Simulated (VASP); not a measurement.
Here is a VASP 6.6.1 calculation.

File INCAR:

```
PREC = Accurate ; ENCUT = 600
EDIFF = 1E-7 ; ISMEAR = 0
SIGMA = 0.1 ; LREAL = False
LASPH = True ; NELM = 80
ALGO = Normal ; ISIF = 3
LWAVE = False ; LCHARG = False
METAGGA = R2SCAN ; LMIXTAU = True
IBRION = 2 ; NSW = 90
EDIFFG = -0.005
```

File KPOINTS:

```
regular mesh
0
Gamma
  18 18 18
```

The input POSCAR:

```
Au
1.0
   -1.6198059000      1.6198059000      1.6198059000
    1.6198059000     -1.6198059000      1.6198059000
    1.6198059000      1.6198059000     -1.6198059000
Au
1
Direct
    0.0000000000      0.0000000000      0.0000000000
```

Potentials or basis: VASP PAW PBE potentials, release 64 (Au).

Command:

```sh
$ cat potpaw_PBE.64/Au/POTCAR > POTCAR
$ mpirun -np 1 vasp_std > vasp.out
```

Question: Predict the band gap on the k mesh.

Answer: None (metal or under the smearing width).

Question: Predict the space group after relaxing (to 0.05 Å).

Answer: Im-3m (No. 229).

Question: Predict the relaxed cell.

Answer: a = 2.838 Å, b = 2.838 Å, c = 2.838 Å, α = 109.47°, β = 109.47°, γ = 109.47°.

The path:
```
step  energy change (eV)  largest force (eV/Å)  pressure (GPa)  volume (Å³)
   1              0.0000                0.0000            5.97        17.00
   2              0.0129                0.0000           -7.06        18.61
   3             -0.0108                0.0000           -0.05        17.61
   4             -0.0108                0.0000            0.05        17.60
   5             -0.0108                0.0000            0.04        17.60
```

Caveat: the PAW data sets were made with another functional, which shifts forces and pressure a little. The run has no spin-orbit coupling, so splittings on Au are missing.
